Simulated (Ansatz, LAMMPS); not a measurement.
# Static equation of state of amorphous TiO2 (84 atoms)

Density of this cell: 3.25 g/cm³. The cell holds 84 atoms: 28 Ti and 56 O. Its edges and angles: a = 10.304 Å, b = 11.042 Å, c = 10.073 Å, α = 87.1°, β = 93.7°, γ = 91.0°. The starting structure: 84 atoms (28 Ti, 56 O) placed at random at 3.55 g/cm³, melted at 5000 K for 10 ps at fixed volume with the Morse and Coulomb pair potential with partial charges (Pedone, Malavasi, Menziani, Cormack and Segre, J. Phys. Chem. B 110, 11780 (2006)). Quenched from 5000 K to 300 K at 10 K/ps and fixed volume, held 10 ps at zero pressure.

Calculated with Ansatz 0.2.0: Kohn-Sham DFT, PBE, PAW (set soft_1), plane waves; cutoff 420 eV, Γ point, fixed occupations. Cell and atoms were relaxed first, to V0 = 13.597 Å³ an atom at a residual P0 = 0.006 GPa. The cell was then scaled evenly, and the atoms were relaxed at each volume.

| volume (Å³/atom) | pressure (GPa) |
| --- | --- |
| 12.237 | 6.963 |
| 12.781 | ? |
| 13.189 | 2.315 |
| 14.005 | -1.971 |
| 14.413 | -2.296 |

**Question.** Fit the third-order Birch–Murnaghan equation to the rows given and interpolate to the withheld row.

**Working.**

Take the Eulerian strain f = ½[(V0/V)^(2/3) − 1] and the normalised pressure F = (P − P0) / [3f(1 + 2f)^(5/2)]. The third-order Birch–Murnaghan equation is then the line F = B0 + (3/2)B0(B′ − 4) f, so u = f and v = F.

| u = f | v = F (GPa) |
| --- | --- |
| 0.0363832 | 53.4721 |
| 0.0102567 | 71.3181 |
| -0.00975638 | 70.9744 |
| -0.0190504 | 44.4047 |

With n = 4: mean u = 0.00445827, mean v = 60.0423, Σ(u − ū)² = 0.0018075, Σ(u − ū)(v − v̄) = 0.067852. Slope b = 0.067852 / 0.0018075 = 37.538; intercept a = v̄ − b ū = 59.875.

So B0 = a = 59.9 GPa and B′ = 4 + 2b/(3a) = 4.42. At the withheld volume f = 0.02106, F = a + b f = 60.67 GPa, and P = P0 + 3f(1 + 2f)^(5/2) F.

Prediction at 12.781: 4.255 GPa. The run gave 4.553 GPa, so the fit is low by 0.30 GPa (6.5 % of the value).

The series isn't one smooth equation of state: even a line fitted to all rows, the withheld one included, misses F by up to 33.5 %, the count of bonds changes along the series and an atom moves over 0.5 Å in some relaxation. B0 and B′ are then only the numbers of this fit, not moduli of the material. Among the rows given, the largest miss of the fit is at 12.237, by 1.0 GPa (11 % of the range of the table).

Limits: Static cells at zero temperature; the cell shape is held. The program notes that the SCF threshold of these relaxations is loose for the stress. The quench rate of 10 K/ps is many orders above laboratory rates, so the cell is likely richer in defects and strain than a real sample. The network of bonds at the start is that of the classical potential that made the cell, and needn't be the one that DFT or experiment would give. Only the Γ point is sampled, in a cell whose shortest periodic width is 10 Å.

[Hosts, paths, dates, database ids (printed as entryN), source tags and the programs' standing remarks are cut or masked in the printed files.]
